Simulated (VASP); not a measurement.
# RbBr (Pm-3m) in VASP: a series of runs

The runs below take RbBr through single point, with r2SCAN.

Everything below comes from runs of VASP 6.6.1. Logs are shortened: lines on timing, memory, paths and dates and some standing lists are left out, and cuts for length are marked.

## 1. The structure

Symmetry: Pm-3m, No. 221, cubic system. Conventional cell: a = 4.126 Å, b = 4.126 Å, c = 4.126 Å, α = 90.00°, β = 90.00°, γ = 90.00°. Rb (site symmetry m-3m) has 8 Br at 3.57 Å as nearest neighbours. Br (site symmetry m-3m) is surrounded by 8 Rb at 3.57 Å.

The cell comes from a database or a generator and needn't be the stable form of this composition.

## 2. Single point, r2SCAN

File INCAR:

```
PREC     = Accurate       # precision mode
ENCUT    = 400            # plane-wave cutoff, eV
EDIFF    = 1E-6           # SCF threshold, eV
ISMEAR   = 0              # smearing method
SIGMA    = 0.05           # smearing width, eV
LREAL    = F              # projectors in reciprocal space
LASPH    = T              # aspherical terms in the spheres
NELM     = 100            # most SCF steps
ALGO     = Normal         # electronic algorithm
ISIF     = 2              # what is computed and relaxed
LWAVE    = F              # write WAVECAR
LCHARG   = F              # write CHGCAR
METAGGA  = R2SCAN         # meta-GGA
LMIXTAU  = T            
ADDGRID  = F
```

File KPOINTS:

```
Automatic mesh
0
Gamma
  7 7 7
```

File POSCAR:

```
RbBr
1.0
    4.1260773000      0.0000000000      0.0000000000
    0.0000000000      4.1260773000      0.0000000000
    0.0000000000      0.0000000000      4.1260773000
Rb Br
1 1
Direct
    0.0000000000      0.0000000000      0.0000000000
    0.5000000000      0.5000000000      0.5000000000
```

Potentials or basis: VASP PAW PBE potentials, release 64 (Rb_sv, Br).

Run with:

```sh
cat potpaw_PBE.64/Rb_sv/POTCAR potpaw_PBE.64/Br/POTCAR > POTCAR
mpirun -np 1 vasp_std > vasp.out
```

OUTCAR:

```text
PREC = Accurate
   ENCUT = 400
   EDIFF = 1E-6
   ISMEAR = 0
   LREAL = F
   LASPH = T
   NELM = 100
   ISIF = 2
   METAGGA = R2SCAN

 Found     20 irreducible k-points:

 Following reciprocal coordinates:
            Coordinates               Weight
  0.000000  0.000000  0.000000      1.000000
  0.142857  0.000000  0.000000      6.000000
  0.285714  0.000000  0.000000      6.000000
  0.428571  0.000000  0.000000      6.000000
  0.142857  0.142857  0.000000     12.000000
  0.285714  0.142857  0.000000     24.000000
   k-points           NKPTS =     20   k-points in BZ     NKDIM =     20   number of bands    NBANDS=     12
   number of dos      NEDOS =    301   number of ions     NIONS =      2
   total plane-waves  NPLWV =  21952
   dimension x,y,z NGX =    28 NGY =   28 NGZ =   28
   dimension x,y,z NGXF=    56 NGYF=   56 NGZF=   56
   ions per type =               1   1
   NGX,Y,Z   is equivalent  to a cutoff of  11.28, 11.28, 11.28 a.u.
   NGXF,Y,Z  is equivalent  to a cutoff of  22.56, 22.56, 22.56 a.u.
 SYSTEM =  unknown system
   PREC   = accura    normal or accurate (medium, high low for compatibility)
   ISTART =      0    job   : 0-new  1-cont  2-samecut
   ICHARG =      2    charge: 1-file 2-atom 10-const
   ISPIN  =      1    spin polarized calculation?
   LNONCOLLINEAR =      F non collinear calculations
   LSORBIT =      F    spin-orbit coupling
   LASPH  =      T    aspherical Exc in radial PAW
   ENCUT  =  400.0 eV  29.40 Ry    5.42 a.u.   6.73  6.73  6.73*2*pi/ulx,y,z
   NELM   =    100;   NELMIN=  2; NELMDL= -5     # of ELM steps
   EDIFF  = 0.1E-05   stopping-criterion for ELM
   LREAL  =      F    real-space projection
   EDIFFG = 0.1E-04   stopping-criterion for IOM
   NSW    =      0    number of steps for IOM
   IBRION =     -1    ionic relax: 0-MD 1-quasi-New 2-CG
   NFREE  =      0    steps in history (QN), initial steepest desc. (CG)
   ISIF   =      2    stress and relaxation
   ISYM   =      2    0-nonsym 1-usesym 2-fastsym
   POTIM  = 0.5000    time-step for ionic-motion
   TEBEG  =    0.0;   TEEND  =   0.0 temperature during run
   PSTRESS=    0.0 pullay stress
   NELECT =      16.0000    total number of electrons
   NUPDOWN=      -1.0000    fix difference up-down
   EMIN   =  10.00;   EMAX   =-10.00  energy-range for DOS
   EFERMI =   0.00;   METHOD = LEGACY
   ISMEAR =     0;   SIGMA  =   0.05  broadening in eV -4-tet -1-fermi 0-gaus
   EFERMI_NEDOS =   21; number of points for ismear=-14 and -15
   IALGO  =     38    algorithm
   IMIX   =      4    mixing-type and parameters
     AMIX     =   0.40;   BMIX     =  1.00
     AMIX_MAG =   1.60;   BMIX_MAG =  1.00
  volume/ion in A,a.u.               =      35.12       237.02
  Fermi-wavevector in a.u.,A,eV,Ry     =   0.999795  1.889338 13.600238  0.999589
  Thomas-Fermi vector in A             =   2.132108
   LORBIT       =      0    0 simple, 1 ext, 2 COOP (PROOUT), +10 PAW based schemes
   METAGGA = R2SCAN    functional components
   LHFCALC =     F    Hartree Fock is set to
   AEXX    =    0.0000 exact exchange contribution
   IVDW    =     0    specifies the selected vdW correction
   LEPSILON=     F    determine dielectric tensor
   LRPA    =     F    only Hartree local field effects (RPA)
 non-spin polarized calculation
 Gauss-broadening in eV      SIGMA  =   0.05
  energy-cutoff  :      400.00
  volume of cell :       70.24
 maximum number of plane-waves:      1309
 NGX is ok and might be reduce to    28
   NGX = 13   NGY = 13   NGZ = 13

 number of electron      16.0000007 magnetization

 Free energy of the ion-electron system (eV)
  ---------------------------------------------------
  ext. energy  EPLUGINS =         0.00000000
  ---------------------------------------------------
  free energy    TOTEN  =       -31.11044477 eV

  energy without entropy =      -31.11044477  energy(sigma->0) =      -31.11044477

 E-fermi :  -0.8302     XC(G=0):  -8.3261

 val. band max:       -1.0734082683   @ k =   0.4286   0.4286   0.0000
 cond. band min:       3.7808813593   @ k =   0.0000   0.0000   0.0000
 fundamental gap:      4.8542896277
 Fermi energy:        -0.8301784846

 k-point     1 :       0.0000    0.0000    0.0000
  band No.  band energies     occupation
      1     -26.9381      2.00000
      2     -14.1079      2.00000
      3     -10.3753      2.00000
      4     -10.3753      2.00000
      5     -10.3753      2.00000
      6      -1.2048      2.00000
      7      -1.2048      2.00000
      8      -1.2048      2.00000
      9       3.7809      0.00000
     10       5.0655      0.00000
     11       5.0655      0.00000
     12       9.6725      0.00000

 k-point     2 :       0.1429    0.0000    0.0000
  band No.  band energies     occupation
      1     -26.9342      2.00000
      2     -14.1058      2.00000
      3     -10.4018      2.00000
      4     -10.3664      2.00000
      5     -10.3664      2.00000
      6      -1.5754      2.00000
      7      -1.2172      2.00000
      8      -1.2172      2.00000
      9       4.2696      0.00000
     10       5.2240      0.00000
     11       5.5264      0.00000
     12       9.5642      0.00000

 k-point     3 :       0.2857    0.0000    0.0000
  band No.  band energies     occupation
      1     -26.9253      2.00000
      2     -14.1026      2.00000
      3     -10.4555      2.00000
      4     -10.3464      2.00000
      5     -10.3464      2.00000
      6      -2.2478      2.00000
      7      -1.2462      2.00000
      8      -1.2462      2.00000
      9       5.3482      0.00000
     10       5.6767      0.00000
     11       6.5995      0.00000
     12       9.4554      0.00000

 k-point     4 :       0.4286    0.0000    0.0000
  band No.  band energies     occupation
      1     -26.9182      2.00000
      2     -14.1015      2.00000
      3     -10.4927      2.00000
      4     -10.3302      2.00000
      5     -10.3302      2.00000
      6      -2.6935      2.00000
      7      -1.2706      2.00000
      8      -1.2706      2.00000
      9       6.2691      0.00000
     10       6.4900      0.00000
     11       7.3086      0.00000
     12       8.5231      0.00000

 k-point     5 :       0.1429    0.1429    0.0000
  band No.  band energies     occupation
      1     -26.9303      2.00000
      2     -14.0979      2.00000
      3     -10.4342      2.00000
      4     -10.3668      2.00000
      5     -10.3581      2.00000
      6      -1.6669      2.00000
      7      -1.4296      2.00000
      8      -1.2197      2.00000
      9       4.6674      0.00000
     10       5.5035      0.00000
     11       5.8191      0.00000
     12       9.1274      0.00000

 k-point     6 :       0.2857    0.1429    0.0000
  band No.  band energies     occupation
      1     -26.9216      2.00000
      2     -14.0811      2.00000
      3     -10.4912      2.00000
      4     -10.3787      2.00000
      5     -10.3393      2.00000
      6      -2.1910      2.00000
      7      -1.4720      2.00000
      8      -1.2266      2.00000
      9       5.5286      0.00000
     10       5.8991      0.00000
     11       6.7902      0.00000
     12       8.8304      0.00000

 [... further k-points ...]

------------------------ aborting loop because EDIFF is reached ----------------------------------------

  FORCE on cell =-STRESS in cart. coord.  units (eV):
  Direction    XX          YY          ZZ          XY          YZ          ZX
  --------------------------------------------------------------------------------------
  -------------------------------------------------------------------------------------
  Total        0.0090335      0.0090335      0.0090335     -0.0000000      0.0000000      0.0000000
  in kB        0.2060421      0.2060421      0.2060421     -0.0000000      0.0000000      0.0000000
  external PRESSURE =       0.2060421 kB  Pullay stress =       0.0000000 kB

 VOLUME and BASIS-vectors are now :
 -----------------------------------------------------------------------------
  energy-cutoff  :      400.00
  volume of cell :       70.24
      direct lattice vectors                 reciprocal lattice vectors
     4.126077300  0.000000000  0.000000000     0.242360947  0.000000000  0.000000000
     0.000000000  4.126077300  0.000000000     0.000000000  0.242360947  0.000000000
     0.000000000  0.000000000  4.126077300     0.000000000  0.000000000  0.242360947

 POSITION                                       TOTAL-FORCE (eV/Angst)
 -----------------------------------------------------------------------------------
      0.00000      0.00000      0.00000         0.000000      0.000000      0.000000
      2.06304      2.06304      2.06304         0.000000      0.000000      0.000000
 -----------------------------------------------------------------------------------
    total drift:                               -0.000000      0.000000      0.000000

  FREE ENERGIE OF THE ION-ELECTRON SYSTEM (eV)
  ---------------------------------------------------
  free  energy   TOTEN  =       -31.1104447739 eV

  energy  without entropy=      -31.1104447739  energy(sigma->0) =      -31.11044477
```

It took 31 s on 1 thread of Intel Xeon 6975P-C (Granite Rapids), shared host; peak memory 0.16 GiB.

These settings aren't checked as converged: the numbers below hold their error.

Results:

```
Free energy            : -31.1104 eV
Pressure               : 0.0 GPa
Band gap on the k mesh : 4.85 eV, indirect (least direct gap 4.99 eV)
```

Caveat: the PAW data sets were made with another functional, which shifts forces and pressure a little; an odd mesh through Γ misses points on the zone boundary, where band edges often lie.

## 3. Single point, r2SCAN

Changes to INCAR since step 2:

```diff
@@ -1,3 +1,3 @@
 PREC     = Accurate       # precision mode
-ENCUT    = 400            # plane-wave cutoff, eV
+ENCUT    = 600            # plane-wave cutoff, eV
 EDIFF    = 1E-6           # SCF threshold, eV
```

File KPOINTS:

```
Automatic mesh
0
Gamma
  6 6 6
```

POSCAR is that of step 2.

Potentials or basis: VASP PAW PBE potentials, release 64 (Rb_sv, Br).

Run with:

```sh
cat potpaw_PBE.64/Rb_sv/POTCAR potpaw_PBE.64/Br/POTCAR > POTCAR
mpirun -np 1 vasp_std > vasp.out
```

It took 41 s on 1 thread of Intel Xeon 6975P-C (Granite Rapids), shared host; peak memory 0.22 GiB.

These settings aren't checked as converged: the numbers below hold their error.

Results:

| Item | Value |
| --- | --- |
| Free energy | -31.1109 eV |
| Pressure | 0.0 GPa |
| Band gap on the k mesh | 4.83 eV, indirect (least direct gap 4.99 eV) |

Caveat: the PAW data sets were made with another functional, which shifts forces and pressure a little.

## 4. Single point, r2SCAN

Changes to INCAR since step 3:

```diff
@@ -1,3 +1,3 @@
 PREC     = Accurate       # precision mode
-ENCUT    = 600            # plane-wave cutoff, eV
+ENCUT    = 350            # plane-wave cutoff, eV
 EDIFF    = 1E-6           # SCF threshold, eV
```

File KPOINTS:

```
Automatic mesh
0
Gamma
  8 8 8
```

POSCAR is that of step 3.

Run with:

```sh
cat potpaw_PBE.64/Rb_sv/POTCAR potpaw_PBE.64/Br/POTCAR > POTCAR
mpirun -np 1 vasp_std > vasp.out
```

It took 43 s on 1 thread of Intel Xeon 6975P-C (Granite Rapids), shared host; peak memory 0.16 GiB.

The run converged, but some of its settings lie outside the range that counts as converged, so its numbers aren't taken as properties of the crystal.

What came out:

```
Free energy            : -31.1099 eV
Pressure               : 0.0 GPa
Band gap on the k mesh : 4.83 eV, indirect (least direct gap 4.99 eV)
```

Caveat: the PAW data sets were made with another functional, which shifts forces and pressure a little.

## 5. The reference run

An earlier run on the cell as given: functional PBE; potentials or basis VASP PAW PBE potentials, release 64 (Rb_sv, Br); cutoff 520 eV; k mesh 7 × 7 × 7; occupations fermi-dirac, width 0.05 eV; no spin polarisation.

* Pressure: 0.8 GPa
* Band gap on the k mesh: 4.10 eV, indirect (least direct gap 4.23 eV)
